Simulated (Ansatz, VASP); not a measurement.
## Au in VASP and in Ansatz

```
Au
1.0
     0.00000    1.67290    1.67290
     1.67290    0.00000    1.67290
     1.67290    1.67290    0.00000
Au
1
Direct
  0.00000 0.00000 0.00000
```

Change from the starting cell: volume scaled by 0.55, LAPW.

Alike in both runs: task single point; functional PBEsol; k mesh 18 × 18 × 18; occupations fermi-dirac, width 0.08 eV; no spin polarisation.

|  | VASP | Ansatz |
| --- | --- | --- |
| version | VASP 6.6.1 | Ansatz 0.2.0 |
| potentials or method | VASP PAW PBE potentials, release 64 (Au), cutoff 520 eV | all-electron LAPW, scalar-relativistic |

Ansatz gave:

```
pressure (GPa) : 531.6
```

Question: What did VASP give for the same quantities?

Answer: Pressure (GPa): 539.8.

Ansatz ran all-electron here, so the differences hold the error of VASP's frozen core and of both bases.

Caveats: the cell as given lies far from equilibrium; so large a pressure means that the cell lies far from this level's equilibrium, or that cutoff or potentials fall short (VASP); the potentials were made for another functional, which shifts forces and pressure (VASP). Spin-orbit coupling is left out, which matters for the levels of Au.
